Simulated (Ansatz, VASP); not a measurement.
# One calculation of Os, two programs

Contents of INCAR:

```
PREC = Accurate
ENCUT = 520
EDIFF = 1E-7
ISMEAR = 1
SIGMA = 0.1
LREAL = False
LASPH = True
NELM = 60
ALGO = Normal
ISIF = 2
LWAVE = False
LCHARG = False
GGA = PE
NBANDS = 15
```

The input KPOINTS:

```
regular mesh
0
Gamma
  13 13 7
```

The input POSCAR:

```
Os
1.0
    2.7341000000      0.0000000000      0.0000000000
   -1.3670500000      2.3678000000      0.0000000000
    0.0000000000      0.0000000000      4.3197000000
Os
2
Direct
    0.3333333333      0.6666666667      0.2500000000
    0.6666666667      0.3333333333      0.7500000000
```

Input for Ansatz:

```yaml
crystal:
  lattice:
    - [2.7341, 0.0, 0.0]
    - [-1.36705, 2.3678, 0.0]
    - [0.0, 0.0, 4.3197]
  atoms:
    - { symbol: Os, position: [0.3333333333333333, 0.6666666666666666, 0.25] }
    - { symbol: Os, position: [0.6666666666666666, 0.3333333333333333, 0.75] }
kpoints:
  mp_grid:
    grid: [13, 13, 7]
hamiltonian:
  xc: pbe
  pseudopotentials:
    kind: paw
scf:
  occupations:
    method: methfessel_paxton
output:
  forces: true
  stress: true
  eigenvalues: true
```

Alike in both runs: task single point; functional PBE; k mesh 13 × 13 × 7; no spin polarisation.

|  | VASP | Ansatz |
| --- | --- | --- |
| version | VASP 6.6.1 | Ansatz 0.2.0 |
| potentials or method | VASP PAW PBE potentials, release 64 (Os) | plane waves, PAW |
| plane-wave cutoff (eV) | 520 | 420 |
| occupations | methfessel-paxton of order 1, width 0.1 eV | methfessel-paxton of order 1 |
| valence electrons in the cell | 16 | 32 |

VASP gave:

```
gap on the k mesh at the Fermi level (eV)       : none
pressure (GPa)                                  : 8.6
largest component of the traceless stress (GPa) : 0.83
```

Task: What did Ansatz give for the same quantities?

Result: gap on the k mesh at the Fermi level (eV): none; pressure (GPa): 8.5; largest component of the traceless stress (GPa): 0.76.

A gap of «none» marks a metal or a gap that the smearing closes. The two sets of potentials don't hold the same shells in valence.

Spin-orbit coupling is left out, which matters for the levels of Os.
